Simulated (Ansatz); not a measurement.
**SnTe2: how the settings move a single-point run**

Question: which choices in the input matter for SnTe2? The cell is built on a prototype (fluorite) and needn't be the phase found in nature.

Method: reference: DFT, HSE06, plane waves, PAW, in Ansatz 0.2.0.

2 further runs of the same task are left out: 2 that didn't finish.

## Step 1: Starting point

It takes space group Fm-3m (No. 225, cubic). Conventional cell: a = 7.402 Å, b = 7.402 Å, c = 7.402 Å, α = 90.00°, β = 90.00°, γ = 90.00°. Sn (site symmetry m-3m) has 8 Te at 3.21 Å as nearest neighbours. Te (site symmetry -43m) has 4 Sn at 3.21 Å as nearest neighbours.

Coordinates:

```
CELL_PARAMETERS angstrom
0.00000 3.70104 3.70104
3.70104 0.00000 3.70104
3.70104 3.70104 0.00000
ATOMIC_POSITIONS crystal
Sn 0.00000 0.00000 0.00000
Te 0.25000 0.25000 0.25000
Te 0.75000 0.75000 0.75000
```

## Step 2: Baseline

input.yaml

```yaml
crystal:
  lattice:
    - [0.0, 3.7010376726, 3.7010376726]
    - [3.7010376726, 0.0, 3.7010376726]
    - [3.7010376726, 3.7010376726, 0.0]
  atoms:
    - { symbol: Sn, position: [0.0, 0.0, 0.0] }
    - { symbol: Te, position: [0.25, 0.25, 0.25] }
    - { symbol: Te, position: [0.75, 0.75, 0.75] }
kpoints:
  mp_grid: { grid: [4, 4, 4] }
hamiltonian:
  xc: hse06
scf:
  occupations: { method: fermi_dirac, width: 0.02 }
  n_extra_bands: 4
output:
  forces: true
  stress: true
  eigenvalues: true
  write_density: true
  write_potential: true
  elf: true
  volumetric_format: npy
```

Launch:

```console
$ ansatz run input.yaml --threads 4 --pin off --max-ram 3686MiB --backend cpu --events-out ev --progress --plain --runs-dir out
```

The program printed, cut to the lines that bear on the results:

```text
Warning: output.stress: scf.convergence.dr2_threshold = 1e-7 eV (the SCF's general default) is looser than the 3e-10 eV advised for a printed stress (1e-10 eV for each atom of the cell: 3). What an SCF threshold leaves in a stress goes as its square root, and in the free energy as the [...]
Warning: output.stress: scf.exx.energy_threshold = 1e-6 eV is looser than the 3e-8 eV advised for a stress under a hybrid functional (1e-8 eV for each atom of the cell: 3). Every SCF of the exchange loop can meet its threshold on dr2 while the loop round them stops early: no threshold on [...]
Warning: RAYON_NUM_THREADS=4 ignored (pool sized by the plan → 4); use --threads N
scf.n_extra_bands = 4 over 23 filled bands (N_el = 46.0): the run solves 27 bands
[...]
Pseudopotentials: kind: paw
Pseudopotential: Sn, paw, valence charge 14, recommended cutoff 420 eV (normal), Sn.paw.azcp
Pseudopotential: Te, paw, valence charge 16, recommended cutoff 420 eV (normal), Te.paw.azcp
Functional definition: HSE06
[...]
Crystal: 3 atoms, lattice volume = 101.391 Å³
Basis set: ecut = 420 eV, 1989 PW (Γ), exchange–correlation on 72×72×72 points (8 copies of the dense FFT grid, shifted against one another)
Bands: 27, of which v1, the nominal top of the filled ones, is band 23 counted from 1 (22 counted from 0)
Symmetry: 48 space group operations
Space group: Fm-3m (ITA 225), of the structure as read, at distance tolerance 4.7e-5 Å
k-points: 8 of 64
[...]
SCF iter   1: F=—  HF=-19983.702629 eV  |F-HF|=—  |Δ(HF+E_count)|=         —  Δρ=1.89e-3  dr2=2.12e-3  ethr=1.77e-3  ⟨swp⟩=6.5  Hψ=818  notcnv=0
[...]
Frozen-core exchange: fock
[...]
SCF 2 stopped early in 4 iterations: F = -19996.260080 eV  dr2 = 2.71e-6
hybrid outer 1: dexx = +5.700e-3 eV, tail = 1.29e-4 eV
[...]
Frozen-core exchange: fock
[...]
SCF iter   4: F=-19996.259905 eV  HF=-19996.259905 eV  |F-HF|=2.99e-9  |Δ(HF+E_count)|=  8.69e-10  Δρ=1.50e-6  dr2=2.96e-9  ethr=8.62e-11  ⟨swp⟩=4.0  Hψ=605  notcnv=0
[...]
hybrid outer 2: dexx = +5.678e-7 eV, tail = 1.83e-8 eV, Δε = 1.68e-3 eV (about 5.11e-5 eV left of the loop's levels)
hybrid SCF converged: 2 outer / 8 inner (+7 warm-up), last move |dexx| = 5.68e-7 eV, tail = 1.83e-8 eV
Stability not checked: this state was not tested for a lower state beside it, because the functional holds exact exchange (a hybrid, or Hartree-Fock), whose exchange loop this test does not read (fock_operator; see scf.lower_state_search)
Free energy (F): -19996.259905 eV
Frozen-core exchange: fock
[...]
E sigma→0 (E₀):  -19996.256032 eV
Entropy (-TS):   -0.007746 eV (-2.582 meV/atom)
Fermi energy:    7.953055 eV
[...]
--- Forces (eV/Å), atoms counted from 1 ---
  atom   1  Sn    -0.00000000     0.00000000    -0.00000000
  atom   2  Te    -0.00000000    -0.00000000     0.00000000
  atom   3  Te    -0.00000000     0.00000000     0.00000000
[...]
--- Stress (GPa, compression-positive) ---
       -0.394319       0.000000      -0.000000
        0.000000      -0.394319      -0.000000
        0.000000       0.000000      -0.394319
  P = ⅓ Tr σ = -0.3943 GPa (-3.943 kbar)
--- Band table (eV; the first three rows and the last of 8) ---
  k-point 0: bands = ["-31.4473", "-31.4473", "-31.4455", "-31.4455", "-31.4455", "-31.4388", "-31.4388", "-31.4388", "-31.4279", "-31.4279", "-15.5460", "-15.5460", "-15.5460", "-15.5263", "-15.5263", "-5.7925", "-2.4998", "3.2343", "4.9060", "4.9060", "4.9060", "6.3876", "6.3876", [...]
[...]
```

Run time: 24 s. Hardware: 4 threads of Arm Neoverse N1, shared host; peak memory 1.4 GiB.

## Step 3: Changing settings: singularity none

input.yaml, as its differences from that of step 2:

```diff
@@ -16,2 +16,3 @@
   n_extra_bands: 4
+  exx: { singularity: none }
 output:
@@ -20,5 +21 @@
   eigenvalues: true
-  write_density: true
-  write_potential: true
-  elf: true
-  volumetric_format: npy
```

Launch:

```console
$ ansatz run input.yaml --threads 4 --pin off --max-ram 3686MiB --backend cpu --events-out ev --progress --plain --runs-dir out
```

The program printed, cut to the lines that bear on the results:

```text
Warning: output.stress: scf.convergence.dr2_threshold = 1e-7 eV (the SCF's general default) is looser than the 3e-10 eV advised for a printed stress (1e-10 eV for each atom of the cell: 3). What an SCF threshold leaves in a stress goes as its square root, and in the free energy as the [...]
Warning: output.stress: scf.exx.energy_threshold = 1e-6 eV is looser than the 3e-8 eV advised for a stress under a hybrid functional (1e-8 eV for each atom of the cell: 3). Every SCF of the exchange loop can meet its threshold on dr2 while the loop round them stops early: no threshold on [...]
Warning: RAYON_NUM_THREADS=4 ignored (pool sized by the plan → 4); use --threads N
scf.n_extra_bands = 4 over 23 filled bands (N_el = 46.0): the run solves 27 bands
[...]
[... 4 set-up lines as earlier in the session ...]
[...]
Crystal: 3 atoms, lattice volume = 101.391 Å³
Basis set: ecut = 420 eV, 1989 PW (Γ), exchange–correlation on 72×72×72 points (8 copies of the dense FFT grid, shifted against one another)
[...]
hybrid outer 1: dexx = +5.706e-3 eV, tail = 1.28e-4 eV
Frozen-core exchange: fock
[...]
SCF iter   4: F=-19996.258639 eV  HF=-19996.258639 eV  |F-HF|=2.44e-9  |Δ(HF+E_count)|=  6.00e-10  Δρ=2.05e-6  dr2=3.33e-9  ethr=8.07e-11  ⟨swp⟩=3.8  Hψ=567  notcnv=0
[...]
hybrid outer 2: dexx = +5.609e-7 eV, tail = 2.05e-8 eV, Δε = 1.76e-3 eV (about 5.67e-5 eV left of the loop's levels)
hybrid SCF converged: 2 outer / 8 inner (+7 warm-up), last move |dexx| = 5.61e-7 eV, tail = 2.05e-8 eV
Stability not checked: this state was not tested for a lower state beside it, because the functional holds exact exchange (a hybrid, or Hartree-Fock), whose exchange loop this test does not read (fock_operator; see scf.lower_state_search)
Free energy (F): -19996.258639 eV
Frozen-core exchange: fock
[...]
E sigma→0 (E₀):  -19996.254766 eV
Entropy (-TS):   -0.007746 eV (-2.582 meV/atom)
Fermi energy:    7.953063 eV
[...]
--- Forces (eV/Å), atoms counted from 1 ---
  atom   1  Sn    -0.00000000    -0.00000000    -0.00000000
  atom   2  Te    -0.00000000     0.00000000     0.00000000
  atom   3  Te    -0.00000000    -0.00000000     0.00000000
[...]
--- Stress (GPa, compression-positive) ---
       -0.394772      -0.000000       0.000000
       -0.000000      -0.394772       0.000000
        0.000000      -0.000000      -0.394772
  P = ⅓ Tr σ = -0.3948 GPa (-3.948 kbar)
--- Band table (eV; the first three rows and the last of 8) ---
[... band rows left out ...]
[...]
```

It took 24 s on 4 threads of Arm Neoverse N1, shared host; peak memory 1.4 GiB.

The run with the changed singularity converges; its total energy is not set against the reference here.

## Step 4: Variant: ecutwfc 500

input.yaml, as its differences from that of step 2:

```diff
@@ -20,5 +20,3 @@
   eigenvalues: true
-  write_density: true
-  write_potential: true
-  elf: true
-  volumetric_format: npy
+basis:
+  ecutwfc: 500
```

Launch:

```console
$ ansatz run input.yaml --threads 4 --pin off --max-ram 3686MiB --backend cpu --events-out ev --progress --plain --runs-dir out
```

The program printed, cut to the lines that bear on the results:

```text
Warning: output.stress: scf.convergence.dr2_threshold = 1e-7 eV (the SCF's general default) is looser than the 3e-10 eV advised for a printed stress (1e-10 eV for each atom of the cell: 3). What an SCF threshold leaves in a stress goes as its square root, and in the free energy as the [...]
Warning: output.stress: scf.exx.energy_threshold = 1e-6 eV is looser than the 3e-8 eV advised for a stress under a hybrid functional (1e-8 eV for each atom of the cell: 3). Every SCF of the exchange loop can meet its threshold on dr2 while the loop round them stops early: no threshold on [...]
Warning: RAYON_NUM_THREADS=4 ignored (pool sized by the plan → 4); use --threads N
scf.n_extra_bands = 4 over 23 filled bands (N_el = 46.0): the run solves 27 bands
[...]
[... 4 set-up lines as earlier in the session ...]
[...]
Crystal: 3 atoms, lattice volume = 101.391 Å³
Basis set: ecut = 500 eV, 2637 PW (Γ), exchange–correlation on 80×80×80 points (8 copies of the dense FFT grid, shifted against one another)
[...]
hybrid outer 1: dexx = +5.719e-3 eV, tail = 1.07e-4 eV
[...]
Frozen-core exchange: fock
[...]
SCF iter   4: F=-19996.263332 eV  HF=-19996.263332 eV  |F-HF|=1.64e-9  |Δ(HF+E_count)|=  2.66e-10  Δρ=1.34e-6  dr2=2.29e-9  ethr=9.13e-11  ⟨swp⟩=4.0  Hψ=537  notcnv=0
[...]
hybrid outer 2: dexx = +6.986e-7 eV, tail = 1.52e-8 eV, Δε = 2.82e-3 eV (about 7.51e-5 eV left of the loop's levels)
hybrid SCF converged: 2 outer / 8 inner (+7 warm-up), last move |dexx| = 6.99e-7 eV, tail = 1.52e-8 eV
Stability not checked: this state was not tested for a lower state beside it, because the functional holds exact exchange (a hybrid, or Hartree-Fock), whose exchange loop this test does not read (fock_operator; see scf.lower_state_search)
Free energy (F): -19996.263331 eV
Frozen-core exchange: fock
[...]
E sigma→0 (E₀):  -19996.259458 eV
Entropy (-TS):   -0.007746 eV (-2.582 meV/atom)
Fermi energy:    7.952791 eV
[...]
--- Forces (eV/Å), atoms counted from 1 ---
  atom   1  Sn    -0.00000000    -0.00000000    -0.00000000
  atom   2  Te    -0.00000000     0.00000000    -0.00000000
  atom   3  Te    -0.00000000     0.00000000     0.00000000
[...]
--- Stress (GPa, compression-positive) ---
       -0.396899      -0.000000       0.000000
       -0.000000      -0.396899      -0.000000
       -0.000000      -0.000000      -0.396899
  P = ⅓ Tr σ = -0.3969 GPa (-3.969 kbar)
--- Band table (eV; the first three rows and the last of 8) ---
[... band rows left out ...]
[...]
```

Run time: 30 s. Hardware: 4 threads of Arm Neoverse N1, shared host; peak memory 1.6 GiB.

Changing the cutoff moves the energy by -1.1 meV/atom. More plane waves (500 against 420 eV) lower the energy, so the reference carries about that much basis error.

## Step 5: Side by side

```csv
run,ending,energy change,pressure (GPa),gap (eV),force (eV/Å),cycles,time
reference,converged,0,-0.4,0.00,0.00,15,24 s
1: singularity none,converged,-,-0.4,0.00,0.00,15,24 s
2: ecutwfc 500,converged,-1.1 meV/atom,-0.4,0.00,0.00,15,30 s
```

Times don't compare one to one where runs were asked for different outputs or read a saved state (see the inputs); cycles may leave out searches for a lower state.

Residual by cycle in the longest SCF loop of each run; runs are numbered as in the table. The quantity is the density residual dr2, in eV.

```csv
cycle,reference,run 1,run 2
1,0.00212,0.00212,0.00214
2,6.6e-4,6.6e-4,6.7e-4
3,2.3e-4,2.3e-4,2.4e-4
4,7.7e-7,7.7e-7,7.4e-7
5,1.1e-7,1.1e-7,1.0e-7
6,3.5e-9,3.5e-9,8.1e-9
7,2.0e-10,2.0e-10,4.2e-10
```

**Reading.** «ecutwfc 500» moves the energy by -1.1 meV/atom.
